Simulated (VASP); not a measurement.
# MoSe2 in VASP: a series of runs

One slab, MoSe2, is run at these levels: PBE; tasks: single point.

Everything below comes from runs of VASP 6.6.1. Logs are shortened: lines on timing, memory, paths and dates and some standing lists are left out, and cuts for length are marked.

### 1 The structure

The cell holds a slab with vacuum, 12 atoms: a = 3.288 Å, b = 3.288 Å, c = 34.575 Å, α = 90.00°, β = 90.00°, γ = 120.00°.

### 2 Single point, PBE

The input, INCAR:

```
  PREC = Accurate
  ENCUT = 600
  EDIFF = 1E-7
  ISMEAR = 0
  SIGMA = 0.05
  LREAL = False
  LASPH = True
  NELM = 120
  ALGO = Normal
  ISIF = 2
  LWAVE = False
  LCHARG = False
  LDIPOL = True
  IDIPOL = 3
  DIPOL = 0.5 0.5 0.500
  GGA = PE
  NBANDS = 72
  LVHAR = True
  LVACPOTAV = True
```

The input, KPOINTS:

```
Automatic mesh
0
Gamma
  8 8 1
```

The input, POSCAR:

```
MoSe2
1.0
    3.2879993385      0.0000000000      0.0000000000
   -1.6439996692      2.8474909548      0.0000000000
    0.0000000000      0.0000000000     34.5750000000
Se Mo
8 4
Direct
    0.3333333333      0.6666666666      0.1735357918
    0.3333333333      0.6666666666      0.2668112798
    0.6666666667      0.3333333334      0.3600867679
    0.6666666667      0.3333333334      0.4533622560
    0.3333333333      0.6666666666      0.5466377440
    0.3333333333      0.6666666666      0.6399132321
    0.6666666667      0.3333333334      0.7331887202
    0.6666666667      0.3333333334      0.8264642082
    0.6666666667      0.3333333334      0.2201735358
    0.3333333333      0.6666666666      0.4067245119
    0.6666666667      0.3333333334      0.5932754881
    0.3333333333      0.6666666666      0.7798264642
```

Potentials or basis: VASP PAW PBE potentials, release 64 (Se, Mo_sv).

Launch:

```
$ cat potpaw_PBE.64/Se/POTCAR potpaw_PBE.64/Mo_sv/POTCAR > POTCAR
$ mpirun -np 1 vasp_std > vasp.out
```

OUTCAR:

```text
PREC = Accurate
   ENCUT = 600
   EDIFF = 1E-7
   ISMEAR = 0
   LREAL = False
   LASPH = True
   NELM = 120
   ISIF = 2
   GGA = PE

 Found     10 irreducible k-points:

 Following reciprocal coordinates:
            Coordinates               Weight
  0.000000  0.000000  0.000000      1.000000
  0.125000  0.000000  0.000000      6.000000
  0.250000  0.000000  0.000000      6.000000
  0.375000  0.000000  0.000000      6.000000
  0.500000  0.000000  0.000000      3.000000
  0.125000  0.125000  0.000000      6.000000
   k-points           NKPTS =     10   k-points in BZ     NKDIM =     10   number of bands    NBANDS=     72
   number of dos      NEDOS =    301   number of ions     NIONS =     12
   total plane-waves  NPLWV = 219520
   dimension x,y,z NGX =    28 NGY =   28 NGZ =  280
   dimension x,y,z NGXF=    56 NGYF=   56 NGZF=  560
   ions per type =               8   4
   NGX,Y,Z   is equivalent  to a cutoff of  14.16, 14.16, 13.46 a.u.
   NGXF,Y,Z  is equivalent  to a cutoff of  28.31, 28.31, 26.93 a.u.
 SYSTEM =  unknown system
   PREC   = accura    normal or accurate (medium, high low for compatibility)
   ISTART =      0    job   : 0-new  1-cont  2-samecut
   ICHARG =      2    charge: 1-file 2-atom 10-const
   ISPIN  =      1    spin polarized calculation?
   LNONCOLLINEAR =      F non collinear calculations
   LSORBIT =      F    spin-orbit coupling
   LASPH  =      T    aspherical Exc in radial PAW
   ENCUT  =  600.0 eV  44.10 Ry    6.64 a.u.   6.57  6.57 69.05*2*pi/ulx,y,z
   NELM   =    120;   NELMIN=  2; NELMDL= -5     # of ELM steps
   EDIFF  = 0.1E-06   stopping-criterion for ELM
   LREAL  =      F    real-space projection
   EDIFFG = 0.1E-05   stopping-criterion for IOM
   NSW    =      0    number of steps for IOM
   IBRION =     -1    ionic relax: 0-MD 1-quasi-New 2-CG
   NFREE  =      0    steps in history (QN), initial steepest desc. (CG)
   ISIF   =      2    stress and relaxation
   ISYM   =      2    0-nonsym 1-usesym 2-fastsym
   POTIM  = 0.5000    time-step for ionic-motion
   TEBEG  =    0.0;   TEEND  =   0.0 temperature during run
   PSTRESS=    0.0 pullay stress
   NELECT =     104.0000    total number of electrons
   NUPDOWN=      -1.0000    fix difference up-down
   EMIN   =  10.00;   EMAX   =-10.00  energy-range for DOS
   EFERMI =   0.00;   METHOD = LEGACY
   ISMEAR =     0;   SIGMA  =   0.05  broadening in eV -4-tet -1-fermi 0-gaus
   EFERMI_NEDOS =   21; number of points for ismear=-14 and -15
   IALGO  =     38    algorithm
   IMIX   =      4    mixing-type and parameters
     AMIX     =   0.40;   BMIX     =  1.00
     AMIX_MAG =   1.60;   BMIX_MAG =  1.00
  volume/ion in A,a.u.               =      26.98       182.04
  Fermi-wavevector in a.u.,A,eV,Ry     =   1.121245  2.118846 17.105113  1.257190
  Thomas-Fermi vector in A             =   2.257897
   LORBIT       =      0    0 simple, 1 ext, 2 COOP (PROOUT), +10 PAW based schemes
   GGA     = PE    functional components
   LHFCALC =     F    Hartree Fock is set to
   AEXX    =    0.0000 exact exchange contribution
   IVDW    =     0    specifies the selected vdW correction
   LEPSILON=     F    determine dielectric tensor
   LRPA    =     F    only Hartree local field effects (RPA)
 non-spin polarized calculation
 Gauss-broadening in eV      SIGMA  =   0.05
  energy-cutoff  :      600.00
  volume of cell :      323.71
 maximum number of plane-waves:     10951
 NGX is ok and might be reduce to    28
   NGX = 13   NGY = 13   NGZ =139

 number of electron     104.0000000 magnetization

 dipolmoment           0.000000      0.000000     -0.000000 electrons x Angstroem

 Free energy of the ion-electron system (eV)
  ---------------------------------------------------
  ext. energy  EPLUGINS =         0.00000000
  ---------------------------------------------------
  free energy    TOTEN  =       -79.48397483 eV

  energy without entropy =      -79.48397483  energy(sigma->0) =      -79.48397483

 E-fermi :   4.0480     XC(G=0):  -8.2311

 val. band max:        3.6419000030   @ k =   0.0000   0.0000   0.0000
 cond. band min:       4.6814181378   @ k =   0.2500   0.1250   0.0000
 fundamental gap:      1.0395181348
 Fermi energy:         4.0480366490

 k-point     1 :       0.0000    0.0000    0.0000
  band No.  band energies     occupation
      1     -57.6103      2.00000
      2     -57.6103      2.00000
      3     -57.6080      2.00000
      4     -57.6080      2.00000
      5     -31.7905      2.00000
      6     -31.7905      2.00000
[... 56 lines left out ...]
     63       6.4544      0.00000
     64       6.4544      0.00000

 k-point     2 :       0.1250    0.0000    0.0000
  band No.  band energies     occupation
      1     -57.6066      2.00000
      2     -57.6066      2.00000
      3     -57.6043      2.00000
      4     -57.6043      2.00000
      5     -31.7816      2.00000
      6     -31.7816      2.00000
[... 257 lines left out ...]
     63       7.0485      0.00000
     64       7.2917      0.00000

 k-point     6 :       0.1250    0.1250    0.0000
  band No.  band energies     occupation
      1     -57.6003      2.00000
      2     -57.6003      2.00000
      3     -57.5979      2.00000
      4     -57.5979      2.00000
      5     -31.7663      2.00000
      6     -31.7663      2.00000
[... 56 lines left out ...]
     63       5.8467      0.00000
     64       5.8765      0.00000

 [... further k-points ...]

 [bands above 64 left out]

------------------------ aborting loop because EDIFF is reached ----------------------------------------

  FORCE on cell =-STRESS in cart. coord.  units (eV):
  Direction    XX          YY          ZZ          XY          YZ          ZX
  --------------------------------------------------------------------------------------
  -------------------------------------------------------------------------------------
  Total        9.6021808      9.6021808     17.5030641      0.0000000      0.0000000      0.0000000
  in kB       47.5252267     47.5252267     86.6300177      0.0000000      0.0000000      0.0000000
  external PRESSURE =      60.5601571 kB  Pullay stress =       0.0000000 kB

 VOLUME and BASIS-vectors are now :
 -----------------------------------------------------------------------------
  energy-cutoff  :      600.00
  volume of cell :      323.71
      direct lattice vectors                 reciprocal lattice vectors
     3.287999339  0.000000000  0.000000000     0.304136314  0.175593183  0.000000000
    -1.643999669  2.847490955  0.000000000     0.000000000  0.351186366  0.000000000
     0.000000000  0.000000000 34.575000000     0.000000000  0.000000000  0.028922632

 POSITION                                       TOTAL-FORCE (eV/Angst)
 -----------------------------------------------------------------------------------
      0.00000      1.89833      6.00000         0.000000      0.000000     -1.235799
      0.00000      1.89833      9.22500        -0.000000      0.000000      1.147305
      1.64400      0.94916     12.45000         0.000000      0.000000     -1.145368
      1.64400      0.94916     15.67500        -0.000000     -0.000000      1.145023
      0.00000      1.89833     18.90000         0.000000     -0.000000     -1.145023
      0.00000      1.89833     22.12500         0.000000     -0.000000      1.145368
      1.64400      0.94916     25.35000         0.000000     -0.000000     -1.147305
      1.64400      0.94916     28.57500        -0.000000     -0.000000      1.235799
      1.64400      0.94916      7.61250         0.000000      0.000000     -0.039748
      0.00000      1.89833     14.06250         0.000000     -0.000000     -0.000310
      1.64400      0.94916     20.51250         0.000000      0.000000      0.000310
      0.00000      1.89833     26.96250        -0.000000     -0.000000      0.039748
 -----------------------------------------------------------------------------------
    total drift:                               -0.000000      0.000000      0.000000

  FREE ENERGIE OF THE ION-ELECTRON SYSTEM (eV)
  ---------------------------------------------------
  free  energy   TOTEN  =       -79.4839748273 eV

  energy  without entropy=      -79.4839748273  energy(sigma->0) =      -79.48397483

 vacuum level on the upper side and lower side of the slab         8.538         8.538
```

OSZICAR:

```text
N       E                     dE             d eps       ncg     rms          rms(c)
DAV:   1     0.978491367394E+03    0.97849E+03   -0.59141E+04  1632   0.145E+03
DAV:   2    -0.195126308552E+02   -0.99800E+03   -0.95948E+03  1744   0.348E+02
DAV:   3    -0.813982365516E+02   -0.61886E+02   -0.60098E+02  1720   0.768E+01
[... 16 lines left out ...]
DAV:  20    -0.794839666327E+02   -0.14642E-04   -0.23109E-07  1248   0.113E-03    0.173E-03
DAV:  21    -0.794839735212E+02   -0.68886E-05   -0.17823E-07  1208   0.102E-03    0.443E-04
DAV:  22    -0.794839746048E+02   -0.10835E-05   -0.47215E-08  1168   0.470E-04    0.276E-04
DAV:  23    -0.794839747706E+02   -0.16579E-06   -0.60151E-09  1016   0.213E-04    0.138E-04
DAV:  24    -0.794839748273E+02   -0.56765E-07   -0.28733E-09  1000   0.118E-04
   1 F= -.79483975E+02 E0= -.79483975E+02  d E =-.977216E-32
```

Wall time 6.4 min (1 thread of Intel Xeon 6975P-C (Granite Rapids), shared host); peak memory 0.62 GiB.

The run converged, but some of its settings lie outside the range that counts as converged, so its numbers aren't taken as properties of the slab.

Results:

```yaml
Free_energy: -79.4840 eV
Largest_force: 1.236 eV/Å
Band_gap_on_the_k_mesh: 1.04 eV, indirect (least direct gap 1.66 eV)
Ionisation_potential_of_the_upper_face: 4.90 eV
```

Caveat: the cell's inner coordinates are idealised or old, which leaves forces on the atoms.

### 3 Single point, PBE

This run uses another cell than the first one, of 31.66 Å³/atom, 1.174 times its volume.

The input, INCAR:

```
SYSTEM = MoSe2
ALGO = Normal ; DIPOL = 0.5 0.5 0.500
EDIFF = 1E-7 ; ENCUT = 500
GGA = PE ; IDIPOL = 3
ISIF = 2 ; ISMEAR = 0
LASPH = .True. ; LCHARG = .False.
LDIPOL = .True. ; LREAL = .False.
LVACPOTAV = .True. ; LVHAR = .True.
LWAVE = .False. ; NBANDS = 72
NELM = 120 ; PREC = Accurate
SIGMA = 0.05
```

The input, KPOINTS:

```
k-points
0
Gamma
  10 10 1
  0 0 0
```

The input, POSCAR:

```
MoSe2
1.0
    3.2879993385      0.0000000000      0.0000000000
   -1.6439996692      2.8474909548      0.0000000000
    0.0000000000      0.0000000000     40.5750000000
Se Mo
8 4
Direct
    0.3333333333      0.6666666666      0.2218114603
    0.3333333333      0.6666666666      0.3012939002
    0.6666666667      0.3333333334      0.3807763401
    0.6666666667      0.3333333334      0.4602587800
    0.3333333333      0.6666666666      0.5397412200
    0.3333333333      0.6666666666      0.6192236599
    0.6666666667      0.3333333334      0.6987060998
    0.6666666667      0.3333333334      0.7781885397
    0.6666666667      0.3333333334      0.2615526802
    0.3333333333      0.6666666666      0.4205175601
    0.6666666667      0.3333333334      0.5794824399
    0.3333333333      0.6666666666      0.7384473198
```

Potentials or basis: VASP PAW PBE potentials, release 64 (Se, Mo_sv).

Launch:

```
$ cat potpaw_PBE.64/Se/POTCAR potpaw_PBE.64/Mo_sv/POTCAR > POTCAR
$ mpirun -np 1 vasp_std > vasp.out
```

Run time: 9 min. Hardware: 1 thread of AMD EPYC 9R14 (Zen 4), shared host; peak memory 0.51 GiB.

The run converged, but some of its settings lie outside the range that counts as converged, so its numbers aren't taken as properties of the slab.

What came out:

```
Free energy                            : -79.4868 eV
Largest force                          : 1.235 eV/Å
Band gap on the k mesh                 : 0.98 eV, indirect (least direct gap 1.61 eV)
Ionisation potential of the upper face : 4.90 eV
```

Caveat: the cell's inner coordinates are idealised or old, which leaves forces on the atoms.

### 4 Single point, PBE

Changes to INCAR since step 3:

```diff
@@ -2,3 +2,3 @@
 ALGO = Normal ; DIPOL = 0.5 0.5 0.500
-EDIFF = 1E-7 ; ENCUT = 500
+EDIFF = 1E-7 ; ENCUT = 400
 GGA = PE ; IDIPOL = 3
```

The input, KPOINTS:

```
k-points
0
Gamma
  3 3 1
  0 0 0
```

The input, POSCAR:

```
MoSe2
1.0
    3.2879993385      0.0000000000      0.0000000000
   -1.6439996692      2.8474909548      0.0000000000
    0.0000000000      0.0000000000     34.5750000000
Se Mo
8 4
Direct
    0.3333333333      0.6666666666      0.1735357918
    0.3333333333      0.6666666666      0.2668112798
    0.6666666667      0.3333333334      0.3600867679
    0.6666666667      0.3333333334      0.4533622560
    0.3333333333      0.6666666666      0.5466377440
    0.3333333333      0.6666666666      0.6399132321
    0.6666666667      0.3333333334      0.7331887202
    0.6666666667      0.3333333334      0.8264642082
    0.6666666667      0.3333333334      0.2201735358
    0.3333333333      0.6666666666      0.4067245119
    0.6666666667      0.3333333334      0.5932754881
    0.3333333333      0.6666666666      0.7798264642
```

Potentials or basis: VASP PAW PBE potentials, release 64 (Se, Mo_sv).

Launch:

```
$ cat potpaw_PBE.64/Se/POTCAR potpaw_PBE.64/Mo_sv/POTCAR > POTCAR
$ mpirun -np 1 vasp_std > vasp.out
```

OUTCAR:

```text
SYSTEM = MoSe2
   EDIFF = 1E-7
   ENCUT = 400
   GGA = PE
   ISIF = 2
   ISMEAR = 0
   LASPH = .True.
   LREAL = .False.
   NELM = 120
   PREC = Accurate

 Found      3 irreducible k-points:

 Following reciprocal coordinates:
            Coordinates               Weight
  0.000000  0.000000  0.000000      1.000000
  0.333333  0.000000  0.000000      6.000000
  0.333333  0.333333  0.000000      2.000000
   k-points           NKPTS =      3   k-points in BZ     NKDIM =      3   number of bands    NBANDS=     72
   number of dos      NEDOS =    301   number of ions     NIONS =     12
   total plane-waves  NPLWV = 138240
   dimension x,y,z NGX =    24 NGY =   24 NGZ =  240
   dimension x,y,z NGXF=    48 NGYF=   48 NGZF=  480
   ions per type =               8   4
   NGX,Y,Z   is equivalent  to a cutoff of  12.13, 12.13, 11.54 a.u.
   NGXF,Y,Z  is equivalent  to a cutoff of  24.27, 24.27, 23.08 a.u.
 SYSTEM =  MoSe2
   PREC   = accura    normal or accurate (medium, high low for compatibility)
[... 268 lines left out ...]
     64       6.5223      0.00000
 [bands above 64 left out]

------------------------ aborting loop because EDIFF is reached ----------------------------------------

  FORCE on cell =-STRESS in cart. coord.  units (eV):
  Direction    XX          YY          ZZ          XY          YZ          ZX
  --------------------------------------------------------------------------------------
  -------------------------------------------------------------------------------------
  Total        8.9614202      8.9614202     15.2605357      0.0000000      0.0000000     -0.0000000
  in kB       44.3538333     44.3538333     75.5308025      0.0000000      0.0000000     -0.0000000
  external PRESSURE =      54.7461563 kB  Pullay stress =       0.0000000 kB

 VOLUME and BASIS-vectors are now :
 -----------------------------------------------------------------------------
  energy-cutoff  :      400.00
  volume of cell :      323.71
      direct lattice vectors                 reciprocal lattice vectors
     3.287999339  0.000000000  0.000000000     0.304136314  0.175593183  0.000000000
    -1.643999669  2.847490955  0.000000000     0.000000000  0.351186366  0.000000000
     0.000000000  0.000000000 34.575000000     0.000000000  0.000000000  0.028922632

 POSITION                                       TOTAL-FORCE (eV/Angst)
 -----------------------------------------------------------------------------------
      0.00000      1.89833      6.00000         0.000000     -0.000000     -1.027429
      0.00000      1.89833      9.22500        -0.000000      0.000000      0.908249
      1.64400      0.94916     12.45000         0.000000     -0.000000     -0.899310
      1.64400      0.94916     15.67500        -0.000000      0.000000      0.899493
      0.00000      1.89833     18.90000        -0.000000     -0.000000     -0.899493
      0.00000      1.89833     22.12500         0.000000      0.000000      0.899310
      1.64400      0.94916     25.35000         0.000000     -0.000000     -0.908249
      1.64400      0.94916     28.57500        -0.000000      0.000000      1.027429
      1.64400      0.94916      7.61250        -0.000000      0.000000     -0.071929
      0.00000      1.89833     14.06250        -0.000000     -0.000000     -0.000192
      1.64400      0.94916     20.51250         0.000000      0.000000      0.000192
      0.00000      1.89833     26.96250         0.000000     -0.000000      0.071929
 -----------------------------------------------------------------------------------
    total drift:                                0.000000     -0.000000     -0.000000

  FREE ENERGIE OF THE ION-ELECTRON SYSTEM (eV)
  ---------------------------------------------------
  free  energy   TOTEN  =       -79.7238926915 eV

  energy  without entropy=      -79.7238926915  energy(sigma->0) =      -79.72389269

 vacuum level on the upper side and lower side of the slab         8.539         8.539
```

OSZICAR:

```text
N       E                     dE             d eps       ncg     rms          rms(c)
DAV:   1     0.774348253050E+03    0.77435E+03   -0.49850E+04   512   0.106E+03
DAV:   2    -0.303203462933E+02   -0.80467E+03   -0.77441E+03   520   0.300E+02
DAV:   3    -0.815639928514E+02   -0.51244E+02   -0.49767E+02   520   0.664E+01
[... 15 lines left out ...]
DAV:  19    -0.797238713693E+02   -0.45907E-04   -0.94401E-07   400   0.230E-03    0.103E-03
DAV:  20    -0.797238858424E+02   -0.14473E-04   -0.25378E-07   360   0.115E-03    0.135E-03
DAV:  21    -0.797238911096E+02   -0.52672E-05   -0.13088E-07   352   0.827E-04    0.658E-04
DAV:  22    -0.797238926141E+02   -0.15045E-05   -0.73377E-08   336   0.476E-04    0.219E-04
DAV:  23    -0.797238926915E+02   -0.77422E-07   -0.39529E-09   312   0.142E-04
   1 F= -.79723893E+02 E0= -.79723893E+02  d E =-.167535E-27
```

stdout:

```text
POSCAR found type information on POSCAR SeMo
 POSCAR found :  2 types and      12 ions
 scaLAPACK will be used
 LDA part: xc-table for (Slater+PW92), standard interpolation
 POSCAR, INCAR and KPOINTS ok, starting setup
 FFT: planning ... GRIDC
 FFT: planning ... GRID_SOFT
 FFT: planning ... GRID
 WAVECAR not read
 entering main loop
 -----------------------------------------------------------------------------
|                                                                             |
|           W    W    AA    RRRRR   N    N  II  N    N   GGGG   !!!           |
|           W    W   A  A   R    R  NN   N  II  NN   N  G    G  !!!           |
|           W    W  A    A  R    R  N N  N  II  N N  N  G       !!!           |
|           W WW W  AAAAAA  RRRRR   N  N N  II  N  N N  G  GGG   !            |
|           WW  WW  A    A  R   R   N   NN  II  N   NN  G    G                |
|           W    W  A    A  R    R  N    N  II  N    N   GGGG   !!!           |
|                                                                             |
|     Did not find any points to average over, which means that no vacuum     |
|     field-free region was found. Please increase the size of  your cell     |
|     in the dimension of the dipole correction to obtain accurate            |
|     workfunction values.                                                    |
|                                                                             |
 -----------------------------------------------------------------------------
```

Wall time 83 s (1 thread of AMD EPYC 9R14 (Zen 4), shared host); peak memory 0.3 GiB.

The run converged, but some of its settings lie outside the range that counts as converged, so its numbers aren't taken as properties of the slab.

What came out:

```
Free energy                            : -79.7239 eV
Largest force                          : 1.027 eV/Å
Band gap on the k mesh                 : 0.98 eV, indirect (least direct gap 1.36 eV)
Ionisation potential of the upper face : 4.88 eV
```

Caveat: the k mesh is coarse (spacing up to 0.74 Å⁻¹), so the values aren't converged; the cell's inner coordinates are idealised or old, which leaves forces on the atoms.

(Part 1 of 2 ends here.)
